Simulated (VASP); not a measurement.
# ZnS (Wurtzite-2H) (P6_3mc) in VASP: further runs, part 2 of 2

VASP 6.6.1. The steps go on from the part before.

## Step 4: Relaxation of cell and atoms, TPSS

INCAR

```
SYSTEM = ZnS
PREC     = Accurate       ! precision mode
ENCUT    = 600            ! plane-wave cutoff, eV
EDIFF    = 1E-6           ! SCF threshold, eV
ISMEAR   = -1             ! smearing method
SIGMA    = 0.05           ! smearing width, eV
LREAL    = .FALSE.        ! projectors in reciprocal space
LASPH    = .TRUE.         ! aspherical terms in the spheres
NELM     = 60             ! most SCF steps
ALGO     = Normal         ! electronic algorithm
ISIF     = 3              ! what is computed and relaxed
LWAVE    = .FALSE.        ! write WAVECAR
LCHARG   = .FALSE.        ! write CHGCAR
METAGGA  = TPSS           ! meta-GGA
LMIXTAU  = .TRUE.       
IBRION   = 2              ! ionic algorithm
NSW      = 40             ! ionic steps
EDIFFG   = -0.005         ! ionic threshold
```

KPOINTS

```
Automatic mesh
0
G
  8 8 5
  0 0 0
```

POSCAR

```
ZnS
1.0
    3.8110000000      0.0000000000      0.0000000000
   -1.9055000000      3.3004228138      0.0000000000
    0.0000000000      0.0000000000      6.2340000000
Zn S
2 2
Direct
    0.6666666667      0.3333333333      0.5000000000
    0.3333333333      0.6666666667      0.0000000000
    0.6666666667      0.3333333333      0.8850000000
    0.3333333333      0.6666666667      0.3850000000
```

The run is started by

```bash
$ cat potpaw_PBE.64/Zn/POTCAR potpaw_PBE.64/S/POTCAR > POTCAR
$ mpirun -np 1 vasp_std > vasp.out
```

It took 22 min on 1 thread of AMD EPYC 9R45 (Zen 5), shared host; peak memory 0.21 GiB.

The run converged. Its results:

```
Free energy                            : -39.8998 eV
Relaxed volume                         : 20.13 Å³/atom
Relaxed cell                           : a = 3.844 Å, b = 3.844 Å, c = 6.292 Å, α = 90.00°, β = 90.00°, γ = 120.00°
Space group after relaxing (to 0.05 Å) : P6_3mc (No. 186)
Energy gained by relaxing              : 8.1 meV/atom
Ionic steps                            : 13
Pressure after relaxing                : 0.0 GPa
Band gap on the k mesh                 : 2.31 eV, direct
```

Step by step:
```csv
step,energy change (eV),largest force (eV/Å),pressure (GPa),volume (Å³)
1,0.0000,0.3031,2.11,78.41
2,-0.0265,0.0830,-0.75,81.37
3,-0.0273,0.1155,-0.33,80.89
4,-0.0299,0.0656,-0.11,80.59
5,-0.0306,0.0049,0.18,80.25
6,-0.0322,0.0294,0.17,80.30
7,-0.0323,0.0221,0.16,80.31
8,-0.0323,0.0267,0.15,80.33
9,-0.0323,0.0220,0.18,80.32
10,-0.0325,0.0004,-0.14,80.63
11,-0.0325,0.0074,-0.03,80.54
12,-0.0325,0.0051,-0.04,80.54
13,-0.0325,0.0005,0.01,80.51
```

Final structure:
```
Zn S
1.0
     3.84384    0.00000    0.00000
    -1.92192    3.32886    0.00000
     0.00000    0.00000    6.29187
Zn S
2 2
Direct
  0.66667 0.33333 0.50502
  0.33333 0.66667 0.00502
  0.66667 0.33333 0.87998
  0.33333 0.66667 0.37998
```

Levels at points of the mesh, in eV from the valence-band top:
```
           k point  band 14  band 15  band 16  band 17  band 18  band 19  band 20  band 21  band 22
(0.00, 0.00, 0.00)    -0.86    -0.86    -0.06     0.00     0.00     2.31     3.23     6.55     6.55
(0.50, 0.00, 0.00)    -4.03    -3.17    -2.17    -1.62    -0.85     3.83     4.39     5.28     7.13
```

Caveat: the PAW data sets were made with another functional, which shifts forces and pressure a little. TPSS opens gaps a little over a GGA but as a rule still falls short of measured ones.

## Step 5: Single point, PBE (grid = ENCUT=400 dk=0.35 cell=2x2x2 ISMEAR=0 SIGMA=0.05 LREAL=Auto EDIFF=1e-06)

INCAR

```
  PREC = Accurate
  ENCUT = 400
  EDIFF = 1E-6
  ISMEAR = 0
  SIGMA = 0.05
  LREAL = Auto
  LASPH = True
  NELM = 120
  ALGO = Fast
  ISIF = 2
  LWAVE = False
  LCHARG = False
  GGA = PE
  NBANDS = 154
```

KPOINTS

```
Automatic mesh
0
Gamma
  3 3 2
```

POSCAR

```
ZnS
1.0
    7.6220000000      0.0000000000      0.0000000000
   -3.8110000000      6.6008456276      0.0000000000
    0.0000000000      0.0000000000     12.4680000000
S Zn
16 16
Direct
    0.3333333334      0.1666666666      0.2500000000
    0.3333333334      0.1666666666      0.4425000000
    0.3333333334      0.1666666666      0.9425000000
    0.3333333334      0.6666666666      0.4425000000
    0.3333333334      0.6666666666      0.9425000000
    0.8333333333      0.1666666666      0.4425000000
    0.8333333333      0.1666666666      0.9425000000
    0.8333333333      0.6666666666      0.4425000000
    0.8333333333      0.6666666666      0.9425000000
    0.1666666666      0.3333333334      0.1925000000
    0.1666666666      0.3333333334      0.6925000000
    0.1666666666      0.8333333333      0.6925000000
    0.6666666666      0.3333333334      0.1925000000
    0.6666666666      0.3333333334      0.6925000000
    0.6666666666      0.8333333333      0.1925000000
    0.6666666666      0.8333333333      0.6925000000
    0.3333333334      0.1666666666      0.7500000000
    0.3333333334      0.6666666666      0.2500000000
    0.3333333334      0.6666666666      0.7500000000
    0.8333333333      0.1666666666      0.2500000000
    0.8333333333      0.1666666666      0.7500000000
    0.8333333333      0.6666666666      0.2500000000
    0.8333333333      0.6666666666      0.7500000000
    0.1666666666      0.3333333334      0.0000000000
    0.1666666666      0.3333333334      0.5000000000
    0.1666666666      0.8333333333      0.0000000000
    0.1666666666      0.8333333333      0.5000000000
    0.6666666666      0.3333333334      0.0000000000
    0.6666666666      0.3333333334      0.5000000000
    0.6666666666      0.8333333333      0.0000000000
    0.6666666666      0.8333333333      0.5000000000
    0.1666666666      0.8333333333      0.1925000000
```

Potentials or basis: VASP PAW PBE potentials, release 64 (S, Zn).

The run is started by

```bash
$ cat potpaw_PBE.64/S/POTCAR potpaw_PBE.64/Zn/POTCAR > POTCAR
$ mpirun -np 1 vasp_std > vasp.out
```

Wall time 8.9 min (1 thread of Intel Xeon 6975P-C (Granite Rapids), shared host); peak memory 0.66 GiB.

The run converged, but some of its settings lie outside the range that counts as converged, so its numbers aren't taken as properties of the crystal.

What came out:

```yaml
Free_energy: -101.7118 eV
Pressure: 3.7 GPa
Largest_force: 1.736 eV/Å
Band_gap_on_the_k_mesh: 0.06 eV, indirect (least direct gap 0.18 eV)
```

## Step 6: Single point, PBE (grid = ENCUT=400 dk=1.6 cell=2x2x2 ISMEAR=0 SIGMA=0.05 LREAL=Auto EDIFF=1e-06)

INCAR is that of step 5.

KPOINTS

```
Automatic mesh
0
Gamma
  1 1 1
```

POSCAR is that of step 5.

Potentials or basis: VASP PAW PBE potentials, release 64 (S, Zn).

The run is started by

```bash
$ cat potpaw_PBE.64/S/POTCAR potpaw_PBE.64/Zn/POTCAR > POTCAR
$ mpirun -np 1 vasp_std > vasp.out
```

OUTCAR:

```text
PREC = Accurate
   ENCUT = 400
   EDIFF = 1E-6
   ISMEAR = 0
   LREAL = Auto
   LASPH = True
   NELM = 120
   ISIF = 2
   GGA = PE

 Found      1 irreducible k-points:

 Following reciprocal coordinates:
            Coordinates               Weight
  0.000000  0.000000  0.000000      1.000000
   k-points           NKPTS =      1   k-points in BZ     NKDIM =      1   number of bands    NBANDS=    154
   number of dos      NEDOS =    301   number of ions     NIONS =     32
   total plane-waves  NPLWV = 210000
   dimension x,y,z NGX =    50 NGY =   50 NGZ =   84
   dimension x,y,z NGXF=   100 NGYF=  100 NGZF=  168
   ions per type =              16  16
   NGX,Y,Z   is equivalent  to a cutoff of  10.91, 10.91, 11.20 a.u.
   NGXF,Y,Z  is equivalent  to a cutoff of  21.81, 21.81, 22.40 a.u.
 SYSTEM =  unknown system
   PREC   = accura    normal or accurate (medium, high low for compatibility)
   ISTART =      0    job   : 0-new  1-cont  2-samecut
   ICHARG =      2    charge: 1-file 2-atom 10-const
   ISPIN  =      1    spin polarized calculation?
   LNONCOLLINEAR =      F non collinear calculations
   LSORBIT =      F    spin-orbit coupling
   LASPH  =      T    aspherical Exc in radial PAW
   ENCUT  =  400.0 eV  29.40 Ry    5.42 a.u.  12.43 12.43 20.33*2*pi/ulx,y,z
   NELM   =    120;   NELMIN=  2; NELMDL= -5     # of ELM steps
   EDIFF  = 0.1E-05   stopping-criterion for ELM
   LREAL  =      T    real-space projection
   EDIFFG = 0.1E-04   stopping-criterion for IOM
   NSW    =      0    number of steps for IOM
   IBRION =     -1    ionic relax: 0-MD 1-quasi-New 2-CG
   NFREE  =      0    steps in history (QN), initial steepest desc. (CG)
   ISIF   =      2    stress and relaxation
   ISYM   =      2    0-nonsym 1-usesym 2-fastsym
   POTIM  = 0.5000    time-step for ionic-motion
   TEBEG  =    0.0;   TEEND  =   0.0 temperature during run
   PSTRESS=    0.0 pullay stress
   NELECT =     288.0000    total number of electrons
   NUPDOWN=      -1.0000    fix difference up-down
   EMIN   =  10.00;   EMAX   =-10.00  energy-range for DOS
   EFERMI =   0.00;   METHOD = LEGACY
   ISMEAR =     0;   SIGMA  =   0.05  broadening in eV -4-tet -1-fermi 0-gaus
   EFERMI_NEDOS =   21; number of points for ismear=-14 and -15
   IALGO  =     68    algorithm
   IMIX   =      4    mixing-type and parameters
     AMIX     =   0.40;   BMIX     =  1.00
     AMIX_MAG =   1.60;   BMIX_MAG =  1.00
  volume/ion in A,a.u.               =      19.60       132.29
  Fermi-wavevector in a.u.,A,eV,Ry     =   1.262943  2.386617 21.701647  1.595026
  Thomas-Fermi vector in A             =   2.396326
   LORBIT       =      0    0 simple, 1 ext, 2 COOP (PROOUT), +10 PAW based schemes
   GGA     = PE    functional components
   LHFCALC =     F    Hartree Fock is set to
   AEXX    =    0.0000 exact exchange contribution
   IVDW    =     0    specifies the selected vdW correction
   LEPSILON=     F    determine dielectric tensor
   LRPA    =     F    only Hartree local field effects (RPA)
 non-spin polarized calculation
 RMM-DIIS sequential band-by-band and
 Gauss-broadening in eV      SIGMA  =   0.05
  energy-cutoff  :      400.00
  volume of cell :      627.29
 maximum number of plane-waves:     11429
 NGX is ok and might be reduce to    50
   NGX = 25   NGY = 25   NGZ = 41

 number of electron     287.9999543 magnetization

 Free energy of the ion-electron system (eV)
  ---------------------------------------------------
  ext. energy  EPLUGINS =         0.00000000
  ---------------------------------------------------
  free energy    TOTEN  =       -92.90418808 eV

  energy without entropy =      -92.90418808  energy(sigma->0) =      -92.90418808

 E-fermi :   3.9259     XC(G=0):  -9.6217

 val. band max:        3.6964255792   @ k =   0.0000   0.0000   0.0000
 cond. band min:       4.1527503140   @ k =   0.0000   0.0000   0.0000
 fundamental gap:      0.4563247348
 Fermi energy:         3.9258785270

 k-point     1 :       0.0000    0.0000    0.0000
  band No.  band energies     occupation
      1     -11.8884      2.00000
      2     -10.6970      2.00000
      3     -10.4930      2.00000
      4     -10.4116      2.00000
      5     -10.1805      2.00000
      6      -9.9713      2.00000
[... 146 lines left out ...]
    153       5.8940      0.00000
    154       6.0197      0.00000

------------------------ aborting loop because EDIFF is reached ----------------------------------------

  FORCE on cell =-STRESS in cart. coord.  units (eV):
  Direction    XX          YY          ZZ          XY          YZ          ZX
  --------------------------------------------------------------------------------------
  -------------------------------------------------------------------------------------
  Total       35.3854831     32.6759811      7.1168010      0.0000000      0.2887016      0.0000000
  in kB       90.3795964     83.4591398     18.1773300      0.0000000      0.7373853      0.0000000
  external PRESSURE =      64.0053554 kB  Pullay stress =       0.0000000 kB

 VOLUME and BASIS-vectors are now :
 -----------------------------------------------------------------------------
  energy-cutoff  :      400.00
  volume of cell :      627.29
      direct lattice vectors                 reciprocal lattice vectors
     7.622000000  0.000000000  0.000000000     0.131199160  0.075747871  0.000000000
    -3.811000000  6.600845628  0.000000000     0.000000000  0.151495741  0.000000000
     0.000000000  0.000000000 12.468000000     0.000000000  0.000000000  0.080205326

 POSITION                                       TOTAL-FORCE (eV/Angst)
 -----------------------------------------------------------------------------------
      1.90550      1.10014      3.11700         0.000000      0.376222     -2.088769
      1.90550      1.10014      5.51709         0.000000      0.104574      1.358027
      1.90550      1.10014     11.75109         0.000000      0.123888     -0.812150
      0.00000      4.40056      5.51709         0.014752     -0.057708     -0.659012
      0.00000      4.40056     11.75109         0.185727     -0.034655     -0.509169
      5.71650      1.10014      5.51709         0.000000     -0.004396     -0.652164
[... 24 lines left out ...]
      1.90550      5.50070      6.23400         0.000000      0.012159      0.623609
     -1.90550      5.50070      2.40009         0.000000      1.743892     -0.233223
 -----------------------------------------------------------------------------------
    total drift:                                0.000011     -0.000955     -0.003730

  FREE ENERGIE OF THE ION-ELECTRON SYSTEM (eV)
  ---------------------------------------------------
  free  energy   TOTEN  =       -92.9041880779 eV

  energy  without entropy=      -92.9041880778  energy(sigma->0) =      -92.90418808
```

OSZICAR:

```text
N       E                     dE             d eps       ncg     rms          rms(c)
DAV:   1     0.268187207884E+04    0.26819E+04   -0.11027E+05   308   0.190E+03
DAV:   2     0.415471681477E+03   -0.22664E+04   -0.22294E+04   308   0.506E+02
DAV:   3    -0.538756785540E+02   -0.46935E+03   -0.45382E+03   342   0.192E+02
[... 12 lines left out ...]
RMM:  16    -0.929041661085E+02    0.31396E-06   -0.37257E-04   353   0.343E-02    0.394E-02
RMM:  17    -0.929041843512E+02   -0.18243E-04   -0.14925E-04   369   0.195E-02    0.288E-02
RMM:  18    -0.929041852841E+02   -0.93294E-06   -0.55286E-05   346   0.109E-02    0.148E-02
RMM:  19    -0.929041872133E+02   -0.19292E-05   -0.26390E-05   246   0.846E-03    0.975E-03
RMM:  20    -0.929041880779E+02   -0.86454E-06   -0.98443E-06   209   0.357E-03
   1 F= -.92904188E+02 E0= -.92904188E+02  d E =-.542786E-10
```

stdout:

```text
POSCAR found type information on POSCAR S Zn
 POSCAR found :  2 types and      32 ions
 scaLAPACK will be used
 LDA part: xc-table for (Slater+PW92), standard interpolation
 POSCAR, INCAR and KPOINTS ok, starting setup
 FFT: planning ... GRIDC
 FFT: planning ... GRID_SOFT
 FFT: planning ... GRID
 WAVECAR not read
 entering main loop
```

Wall time 88 s (1 thread of Intel Xeon 6975P-C (Granite Rapids), shared host); peak memory 0.47 GiB.

These settings aren't checked as converged: the numbers below hold their error.

Results:

```yaml
Free_energy: -92.9042 eV
Pressure: 6.4 GPa
Largest_force: 2.122 eV/Å
Band_gap_on_the_k_mesh: 0.46 eV, direct
```

## Step 7: For comparison

An earlier run on the cell as given: functional PBEsol; potentials or basis VASP PAW PBE potentials, release 64 (Zn, S); cutoff 520 eV; k mesh 8 × 8 × 5; occupations fermi-dirac, width 0.05 eV; no spin polarisation.

* Pressure: -1.1 GPa
* Largest force: 0.309 eV/Å
* Band gap on the k mesh: 2.12 eV, direct

## Step 8: Summary

| task | level | cell | cutoff (eV) | ladder | gap on the mesh (eV) | pressure (GPa) | relaxed volume (Å³/atom) | largest force (eV/Å) |
| --- | --- | --- | --- | --- | --- | --- | --- | --- |
| relaxation of cell and atoms | SCAN | relaxed | 600 | - | 2.77 | 0.0 | 19.41 | 0.01 |
| relaxation of cell and atoms | rSCAN | relaxed | 600 | - | 2.79 | 0.0 | 19.53 | - |
| relaxation of cell and atoms | TPSS | relaxed | 600 | - | 2.31 | 0.0 | 20.13 | - |
| single point | PBEsol | as given | 520 | free | 2.12 | -1.1 | - | 0.31 |

Alike in all rows: potentials or basis VASP PAW PBE potentials, release 64 (Zn, S); no spin polarisation; k mesh 8 × 8 × 5; smearing fermi-dirac 0.05 eV.

Caveats: the PAW data sets were made with another functional, which shifts forces and pressure a little.

Absolute energies hang on the potentials; compare differences alone.
